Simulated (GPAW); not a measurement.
# Cr (P6_3/mmc) in GPAW: relaxation of cell and atoms with PBEsol

Aim: the relaxation of cell and atoms of Cr with PBEsol.

Everything below comes from runs of GPAW 26.7.0. Logs are shortened: lines on timing, memory, paths and dates and some standing lists are left out, and cuts for length are marked. The log counts tension as positive stress, the text compression.

## 1. Starting point

Symmetry: P6_3/mmc, No. 194, hexagonal system. The conventional cell has a = 2.714 Å, b = 2.714 Å, c = 4.410 Å, α = 90.00°, β = 90.00°, γ = 120.00°. Cr (site symmetry -6m2) is surrounded by 12 Cr at 2.71 Å.

This isn't the form of Cr at room conditions, which is bcc.

## 2. Relaxation of cell and atoms, PBEsol, collinear spin, ferromagnetic start, target pressure 30 GPa, at which the enthalpy is minimised

Contents of run.py:

```python
from ase import Atoms
from ase.filters import FrechetCellFilter
from ase.io import write
from ase.optimize import BFGS
from ase.units import GPa
from gpaw import GPAW, PW, setup_paths

setup_paths.insert(0, '.')

atoms = Atoms(['Cr', 'Cr'],
              cell=[[2.714, 0.0, 0.0],
                    [-1.357, 2.3503929459, 0.0],
                    [0.0, 0.0, 4.41]],
              scaled_positions=[[0.6666666667, 0.3333333333, 0.75],
                                [0.3333333333, 0.6666666667, 0.25]],
              pbc=True)
atoms.set_initial_magnetic_moments([3.0, 3.0])

calc = GPAW(mode=PW(600),
            xc='PBEsol',
            kpts={'size': (8, 8, 5), 'gamma': True},
            occupations={'name': 'fermi-dirac', 'width': 0.05},
            nbands=17,
            convergence={'density': 1e-05, 'forces': 0.0001},
            maxiter=150,
            txt='gpaw.txt')
atoms.calc = calc
opt = BFGS(FrechetCellFilter(atoms, scalar_pressure=30 * GPa), trajectory='relax.traj', logfile='-')
done = opt.run(fmax=0.02, steps=60)
calc.write('gs.gpw')
write('result.traj', atoms)
print('Converged:', done)
print('Cell:', atoms.cell.cellpar().round(4))
print('Volume:', round(atoms.get_volume(), 4))
print(atoms.get_scaled_positions().round(5))
```

Potentials or basis: PAW data sets generated in the run's folder for this functional, pw.

Launch:

```bash
gpaw-setup -f PBEsol Cr
OMP_NUM_THREADS=1 python run.py
```

gpaw.txt:

```text
__  _  _
 | _ |_)|_||  |
 |__||  | ||/\| - 26.7.0

Input parameters:
  mode=PW(ecut=600.0),
  convergence={'density': 1e-05, 'forces': 0.0001},
  kpts=MonkhorstPack(size=(8, 8, 5), gamma=True),
  maxiter=150,
  nbands=17,
  occupations=Occupations(name='fermi-dirac', width=0.05),
  xc=XC(name='PBEsol')

Diagonalizing LCAO Hamiltonian
Converting LCAO to pw mode

          Cr

        Cr

Atoms  # Å, Bohr magnetons
|   | symbol |         x |        y |        z |    initial magnetic moments |
|---|--------|-----------|----------|----------|-----------------------------|
| 0 |     Cr |  1.357000 | 0.783464 | 3.307500 | ( 0.0000,  0.0000,  3.0000) |
| 1 |     Cr | -0.000000 | 1.566929 | 1.102500 | ( 0.0000,  0.0000,  3.0000) |

Unit cell  # Å
| periodic |         x |        y |        z |  lengths |     angles |
|----------|-----------|----------|----------|----------|------------|
|      yes |  2.714000 | 0.000000 | 0.000000 | 2.714000 |  90.000000 |
|      yes | -1.357000 | 2.350393 | 0.000000 | 2.714000 |  90.000000 |
|      yes |  0.000000 | 0.000000 | 4.410000 | 4.410000 | 120.000000 |

Number of symmetries: 12
Symmetry operations  # r_c * U_cc + t_c -> r_c
|    | kind |            matrix            |
|----|------|------------------------------|
|  0 |  σ   |  1, 1, 0,  0,-1, 0,  0, 0, 1 |
|  1 |  S6  |  1, 1, 0, -1, 0, 0,  0, 0,-1 |
|  2 |  E   |  1, 0, 0,  0, 1, 0,  0, 0, 1 |
|  3 |  C2  |  1, 0, 0, -1,-1, 0,  0, 0,-1 |
|  4 |  C2  |  0, 1, 0,  1, 0, 0,  0, 0,-1 |
|  5 |  C3  |  0, 1, 0, -1,-1, 0,  0, 0, 1 |
|  6 |  S6  |  0,-1, 0,  1, 1, 0,  0, 0,-1 |
|  7 |  σ   |  0,-1, 0, -1, 0, 0,  0, 0, 1 |
|  8 |  σ   | -1, 0, 0,  1, 1, 0,  0, 0, 1 |
|  9 |  i   | -1, 0, 0,  0,-1, 0,  0, 0,-1 |
| 10 |  C3  | -1,-1, 0,  1, 0, 0,  0, 0, 1 |
| 11 |  C2  | -1,-1, 0,  0, 1, 0,  0, 0,-1 |
[... 162 lines left out ...]
|          2 |         7.666 |     1.000 |         8.418 |     0.281 |
|          3 |         7.666 |     1.000 |         8.483 |     0.096 |
|          4 |         7.717 |     1.000 |         8.483 |     0.096 |
|          5 |         8.027 |     0.999 |         8.863 |     0.000 |
|          6 |         8.027 |     0.999 |         8.863 |     0.000 |
|          7 |         8.465 |     0.131 |         9.129 |     0.000 |
|          8 |         8.465 |     0.131 |         9.356 |     0.000 |
|          9 |         8.811 |     0.000 |         9.356 |     0.000 |
|         10 |         9.688 |     0.000 |        10.613 |     0.000 |
|         11 |         9.688 |     0.000 |        10.613 |     0.000 |
|        ... |               |           |               |           |
|         16 |        20.229 |     0.000 |        20.829 |     0.000 |

No gap
No difference between direct/indirect transitions

Stress tensor  # eV/Ang^3
|         x |         y |        z |
|-----------|-----------|----------|
|  0.202680 | -0.000000 | 0.000000 |
| -0.000000 |  0.202680 | 0.000000 |
|  0.000000 |  0.000000 | 0.185752 |

Forces  # eV/Ang
|        x |        y |        z |
|----------|----------|----------|
| -0.00000 | -0.00000 | -0.00000 |  # Cr   0
|  0.00000 | -0.00000 |  0.00000 |  # Cr   1

Interpolating wave functions to new cell
[... 5 lines left out ...]
Atoms  # Å, Bohr magnetons
|   | symbol |         x |        y |        z |    initial magnetic moments |
|---|--------|-----------|----------|----------|-----------------------------|
| 0 |     Cr |  1.304867 | 0.753365 | 3.185847 | ( 0.0000,  0.0000,  0.8590) |
| 1 |     Cr | -0.000000 | 1.506731 | 1.061949 | ( 0.0000,  0.0000,  0.8590) |

Unit cell  # Å
| periodic |         x |        y |        z |  lengths |     angles |
|----------|-----------|----------|----------|----------|------------|
|      yes |  2.609734 | 0.000000 | 0.000000 | 2.609734 |  90.000000 |
|      yes | -1.304867 | 2.260096 | 0.000000 | 2.609734 |  90.000000 |
|      yes |  0.000000 | 0.000000 | 4.247796 | 4.247796 | 120.000000 |

Number of symmetries: 12
Symmetry operations  # r_c * U_cc + t_c -> r_c
|    | kind |            matrix            |
|----|------|------------------------------|
|  0 |  σ   |  1, 1, 0,  0,-1, 0,  0, 0, 1 |
|  1 |  S6  |  1, 1, 0, -1, 0, 0,  0, 0,-1 |
|  2 |  E   |  1, 0, 0,  0, 1, 0,  0, 0, 1 |
|  3 |  C2  |  1, 0, 0, -1,-1, 0,  0, 0,-1 |
|  4 |  C2  |  0, 1, 0,  1, 0, 0,  0, 0,-1 |
|  5 |  C3  |  0, 1, 0, -1,-1, 0,  0, 0, 1 |
|  6 |  S6  |  0,-1, 0,  1, 1, 0,  0, 0,-1 |
|  7 |  σ   |  0,-1, 0, -1, 0, 0,  0, 0, 1 |
|  8 |  σ   | -1, 0, 0,  1, 1, 0,  0, 0, 1 |
|  9 |  i   | -1, 0, 0,  0,-1, 0,  0, 0,-1 |
| 10 |  C3  | -1,-1, 0,  1, 0, 0,  0, 0, 1 |
| 11 |  C2  | -1,-1, 0,  0, 1, 0,  0, 0,-1 |
[... 198 lines left out ...]
Atoms  # Å, Bohr magnetons
|   | symbol |         x |        y |        z |    initial magnetic moments |
|---|--------|-----------|----------|----------|-----------------------------|
| 0 |     Cr |  1.180692 | 0.681673 | 2.942130 | ( 0.0000,  0.0000,  0.2337) |
| 1 |     Cr | -0.000000 | 1.363346 | 0.980709 | ( 0.0000,  0.0000,  0.2337) |

Unit cell  # Å
| periodic |         x |        y |         z |  lengths |     angles |
|----------|-----------|----------|-----------|----------|------------|
|      yes |  2.361385 | 0.000000 | -0.000000 | 2.361385 |  90.000000 |
|      yes | -1.180692 | 2.045019 | -0.000000 | 2.361385 |  90.000000 |
|      yes |  0.000000 | 0.000000 |  3.922839 | 3.922839 | 120.000000 |

Number of symmetries: 12
Symmetry operations  # r_c * U_cc + t_c -> r_c
|    | kind |            matrix            |
|----|------|------------------------------|
|  0 |  σ   |  1, 1, 0,  0,-1, 0,  0, 0, 1 |
|  1 |  S6  |  1, 1, 0, -1, 0, 0,  0, 0,-1 |
|  2 |  E   |  1, 0, 0,  0, 1, 0,  0, 0, 1 |
|  3 |  C2  |  1, 0, 0, -1,-1, 0,  0, 0,-1 |
|  4 |  C2  |  0, 1, 0,  1, 0, 0,  0, 0,-1 |
|  5 |  C3  |  0, 1, 0, -1,-1, 0,  0, 0, 1 |
|  6 |  S6  |  0,-1, 0,  1, 1, 0,  0, 0,-1 |
|  7 |  σ   |  0,-1, 0, -1, 0, 0,  0, 0, 1 |
|  8 |  σ   | -1, 0, 0,  1, 1, 0,  0, 0, 1 |
|  9 |  i   | -1, 0, 0,  0,-1, 0,  0, 0,-1 |
| 10 |  C3  | -1,-1, 0,  1, 0, 0,  0, 0, 1 |
| 11 |  C2  | -1,-1, 0,  0, 1, 0,  0, 0,-1 |
[... 178 lines left out ...]
Stress tensor  # eV/Ang^3
|         x |         y |         z |
|-----------|-----------|-----------|
| -0.406975 |  0.000000 |  0.000000 |
|  0.000000 | -0.406975 | -0.000000 |
|  0.000000 | -0.000000 | -0.493007 |

Forces  # eV/Ang
|       x |        y |        z |
|---------|----------|----------|
| 0.00000 |  0.00000 | -0.00003 |  # Cr   0
| 0.00000 | -0.00000 |  0.00003 |  # Cr   1

Interpolating wave functions to new cell

          Cr

        Cr

Atoms  # Å, Bohr magnetons
|   | symbol |         x |        y |        z |    initial magnetic moments |
|---|--------|-----------|----------|----------|-----------------------------|
| 0 |     Cr |  1.223075 | 0.706143 | 3.042542 | ( 0.0000,  0.0000, -0.0000) |
| 1 |     Cr | -0.000000 | 1.412285 | 1.014180 | ( 0.0000,  0.0000, -0.0000) |
[... 197 lines left out ...]
Stress tensor  # eV/Ang^3
|         x |         y |         z |
|-----------|-----------|-----------|
| -0.126238 |  0.000000 | -0.000000 |
| -0.000000 | -0.126238 |  0.000000 |
|  0.000000 |  0.000000 | -0.213239 |

Forces  # eV/Ang
|        x |       y |        z |
|----------|---------|----------|
| -0.00000 | 0.00000 |  0.00000 |  # Cr   0
|  0.00000 | 0.00000 | -0.00000 |  # Cr   1

Interpolating wave functions to new cell

          Cr

        Cr

Atoms  # Å, Bohr magnetons
|   | symbol |         x |        y |        z |    initial magnetic moments |
|---|--------|-----------|----------|----------|-----------------------------|
| 0 |     Cr |  1.214972 | 0.701464 | 3.042696 | ( 0.0000,  0.0000,  0.0000) |
| 1 |     Cr | -0.000000 | 1.402929 | 1.014232 | ( 0.0000,  0.0000,  0.0000) |
[... 416 lines left out ...]
Stress tensor  # eV/Ang^3
|         x |         y |         z |
|-----------|-----------|-----------|
| -0.193399 |  0.000000 |  0.000000 |
|  0.000000 | -0.193399 |  0.000000 |
|  0.000000 |  0.000000 | -0.270086 |

Forces  # eV/Ang
|       x |        y |        z |
|---------|----------|----------|
| 0.00000 | -0.00000 | -0.00000 |  # Cr   0
| 0.00000 |  0.00000 |  0.00000 |  # Cr   1

Interpolating wave functions to new cell

          Cr

        Cr

Atoms  # Å, Bohr magnetons
|   | symbol |         x |        y |        z |    initial magnetic moments |
|---|--------|-----------|----------|----------|-----------------------------|
| 0 |     Cr |  1.184728 | 0.684003 | 3.131994 | ( 0.0000,  0.0000,  0.0000) |
| 1 |     Cr | -0.000000 | 1.368006 | 1.043997 | ( 0.0000,  0.0000,  0.0000) |
[... 420 lines left out ...]
Stress tensor  # eV/Ang^3
|         x |         y |         z |
|-----------|-----------|-----------|
| -0.211342 |  0.000000 |  0.000000 |
|  0.000000 | -0.211342 | -0.000000 |
|  0.000000 | -0.000000 | -0.219134 |

Forces  # eV/Ang
|        x |       y |        z |
|----------|---------|----------|
| -0.00000 | 0.00000 | -0.00002 |  # Cr   0
|  0.00000 | 0.00000 |  0.00002 |  # Cr   1

Interpolating wave functions to new cell

          Cr

        Cr

Atoms  # Å, Bohr magnetons
|   | symbol |         x |        y |        z |    initial magnetic moments |
|---|--------|-----------|----------|----------|-----------------------------|
| 0 |     Cr |  1.190517 | 0.687345 | 3.168072 | ( 0.0000,  0.0000, -0.0000) |
| 1 |     Cr | -0.000000 | 1.374690 | 1.056025 | ( 0.0000,  0.0000, -0.0000) |
[... 205 lines left out ...]
Forces  # eV/Ang
|        x |        y |        z |
|----------|----------|----------|
| -0.00000 |  0.00000 | -0.00001 |  # Cr   0
|  0.00000 | -0.00000 |  0.00001 |  # Cr   1

# Writing to gs.gpw (mode='')
```

Wall time 2.6 min (1 thread of Arm Neoverse V2, shared host); peak memory 0.28 GiB.

Results:

| Quantity | Value |
| --- | --- |
| Free energy | -19.1807 eV |
| Relaxed volume | 10.37 Å³/atom |
| Relaxed cell | a = 2.381 Å, b = 2.381 Å, c = 4.224 Å, α = 90.00°, β = 90.00°, γ = 120.00° |
| Space group after relaxing (to 0.05 Å) | P6_3/mmc (No. 194) |
| Energy change on relaxing (the enthalpy is what falls) | -264.5 meV/atom |
| Ionic steps | 9 |
| Pressure after relaxing | 30.1 GPa |
| Band gap on the k mesh | none (metal or under the smearing width) |
| Net moment | 0.00 μB per cell |

Stress tensor (GPa, compression positive):
```
30.09  0.00  0.00
 0.00 30.09  0.00
 0.00  0.00 30.18
```

Step by step:
```csv
step,energy change (eV),largest force (eV/Å),pressure (GPa),volume (Å³)
1,0.0000,0.0000,-31.57,28.13
2,-0.4921,0.0000,-19.36,25.05
3,0.0771,0.0000,69.80,18.94
4,-0.5167,0.0000,24.87,21.02
5,-0.4776,0.0000,29.72,20.75
6,-0.4430,0.0000,35.08,20.46
7,-0.4345,0.0000,38.27,20.30
8,-0.4821,0.0000,34.28,20.51
9,-0.5289,0.0000,30.12,20.74
```

Final structure:
```
Cr
1.0
     2.38103    0.00000    0.00000
    -1.19052    2.06204    0.00000
     0.00000    0.00000    4.22410
Cr
2
Cartesian
  1.1905 0.6873 3.1681
  0.0000 1.3747 1.0560
```

Caveat: each step starts from the last one's moments, so a moment once lost doesn't come back; the starting moments collapsed, and a magnetic state may lie lower; later steps reuse the first step's grids; the volume moved by over 15 % at a fixed basis, so the end points are rough.
